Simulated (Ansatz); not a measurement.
# Nudged elastic band run: Be$_{16}$H

Input file:

```yaml
crystal:
  lattice:
    - [-2.29, -3.966396, 0.0]
    - [3.435, -1.983198, 0.0]
    - [0.0, 0.0, 7.17686]
  atoms:
    - { symbol: Be, position: [0.75052251, 0.50362939, -0.00235954] }
    - { symbol: Be, position: [0.51016438, 0.33758562, 0.24655631] }
    - { symbol: Be, position: [0.75048626, 0.50473205, 0.50172673] }
    - { symbol: Be, position: [0.50243893, 0.33427492, 0.75032025] }
    - { symbol: Be, position: [0.50237088, -0.00162275, 0.00056042] }
    - { symbol: Be, position: [0.25036451, 0.8250897, 0.24631449] }
    - { symbol: Be, position: [0.51009204, -0.00475195, 0.50427676] }
    - { symbol: Be, position: [0.25051829, 0.83830587, 0.75336605] }
    - { symbol: Be, position: [0.25053035, 0.49438123, -0.00249335] }
    - { symbol: Be, position: [-0.00920091, 0.33736195, 0.24658284] }
    - { symbol: Be, position: [0.250405, 0.50755155, 0.50458567] }
    - { symbol: Be, position: [-0.00153818, 0.33437623, 0.75031373] }
    - { symbol: Be, position: [-0.00147729, -0.00167506, 0.00054666] }
    - { symbol: Be, position: [0.75049905, 0.82810774, 0.24903046] }
    - { symbol: Be, position: [-0.00921691, -0.0045321, 0.50425264] }
    - { symbol: Be, position: [0.75048902, 0.8291031, 0.75314743] }
    - { symbol: H, position: [0.25084746, 0.16618371, 0.37556507] }
basis:
  ecutwfc: 420.0
kpoints:
  mp_grid: { grid: [4, 4, 3] }
hamiltonian:
  xc: pbe
scf:
  occupations: { method: gaussian, width: 0.05 }
  lower_state_search: "off"
neb:
  images: 3
  f_tol: 0.05
  initial_path: idpp
  max_iterations: 80
  final_atoms:
    - { symbol: Be, position: [0.74958576, 0.50468556, -0.00122585] }
    - { symbol: Be, position: [0.50925264, 0.33730207, 0.25391367] }
    - { symbol: Be, position: [0.74970223, 0.50363604, 0.50283754] }
    - { symbol: Be, position: [0.50167306, 0.33442484, 0.75023139] }
    - { symbol: Be, position: [0.50929629, -0.00466459, -0.00374168] }
    - { symbol: Be, position: [0.24965674, 0.82519479, 0.25419486] }
    - { symbol: Be, position: [0.50163427, -0.00165776, 0.49998299] }
    - { symbol: Be, position: [0.24970764, 0.83831894, 0.74715512] }
    - { symbol: Be, position: [0.24965078, 0.50760214, -0.00408679] }
    - { symbol: Be, position: [-0.01002834, 0.33751495, 0.25393646] }
    - { symbol: Be, position: [0.24970207, 0.4943871, 0.50300426] }
    - { symbol: Be, position: [-0.00230983, 0.33429802, 0.7502224] }
    - { symbol: Be, position: [-0.01001092, -0.00484656, -0.00375342] }
    - { symbol: Be, position: [0.74956794, 0.82801764, 0.25145985] }
    - { symbol: Be, position: [-0.00226064, -0.00154629, 0.49999453] }
    - { symbol: Be, position: [0.74971948, 0.82908397, 0.7473495] }
    - { symbol: H, position: [0.24922403, 0.16624306, 0.12487016] }
  order_check: true
```

Run as:

```bash
$ ansatz run input.yaml --threads 1 --pin off --max-ram 3072MiB --backend cpu --events-out ev --progress --plain --runs-dir out
```

Output, in part (warnings, iteration lines):

```
NEB end point (image 0): max|allowed force component| = 3.154e-3 eV/Å (the criterion of neb.relax_end_points is 1.000e-2)
NEB end point (image 4): max|allowed force component| = 4.487e-3 eV/Å (the criterion of neb.relax_end_points is 1.000e-2)
NEB iter   1: max|band force component| = 1.354e0 eV/Å  barrier→ = 0.6549 eV  barrier← = 0.6549 eV  Δτ_max = 0.0655 Å  (30 SCF iters)
NEB iter   2: max|band force component| = 8.148e-1 eV/Å  barrier→ = 0.5096 eV  barrier← = 0.5096 eV  Δτ_max = 0.1978 Å  (15 SCF iters)
NEB iter   3: max|band force component| = 1.441e0 eV/Å  barrier→ = 0.5204 eV  barrier← = 0.5204 eV  Δτ_max = 0.0998 Å  (20 SCF iters)
NEB iter   4: max|band force component| = 2.909e-1 eV/Å  barrier→ = 0.4263 eV  barrier← = 0.4263 eV  CI = image 2  Δτ_max = 0.0170 Å  (16 SCF iters)
NEB iter   5: max|band force component| = 1.349e-1 eV/Å  barrier→ = 0.4177 eV  barrier← = 0.4177 eV  CI = image 2  Δτ_max = 0.0531 Å  (15 SCF iters)
NEB iter   6: max|band force component| = 1.584e-1 eV/Å  barrier→ = 0.4127 eV  barrier← = 0.4126 eV  CI = image 2  Δτ_max = 0.0173 Å  (15 SCF iters)
NEB iter   7: max|band force component| = 6.852e-2 eV/Å  barrier→ = 0.4102 eV  barrier← = 0.4102 eV  CI = image 2  Δτ_max = 0.0091 Å  (15 SCF iters)
NEB iter   8: max|band force component| = 1.483e-2 eV/Å  barrier→ = 0.4099 eV  barrier← = 0.4099 eV  CI = image 2  CI's point: of a kind that is not told: the force calls were inconclusive, a negative curvature could not be distinguished from the path's own, the only one lies far off the path, or fixed occupations may fill a level only in part  Δτ_max = 0.0000 Å  (202 SCF iters)
```

It converged. By the program's own check the climbing image is of a kind that is not told: the force calls were inconclusive, a negative curvature could not be distinguished from the path's own, the only one lies far off the path, or fixed occupations may fill a level only in part (lowest curvatures found: -2.71 and 2.19 eV/Å²). Limits of this set-up: coarse k mesh, odd electron count without spin.

Final band:

| image | path coordinate (Å) | energy (eV) |
| --- | --- | --- |
| 0 | 0.00 | 0.00 |
| 1 | 0.45 | 0.20 |
| 2 | 0.90 | 0.41 |
| 3 | 1.34 | 0.20 |
| 4 | 1.79 | 0.00 |

Time of the run: 7.5 min on 1 thread of Arm Neoverse V1, on a shared host, peak memory 0.54 GiB.
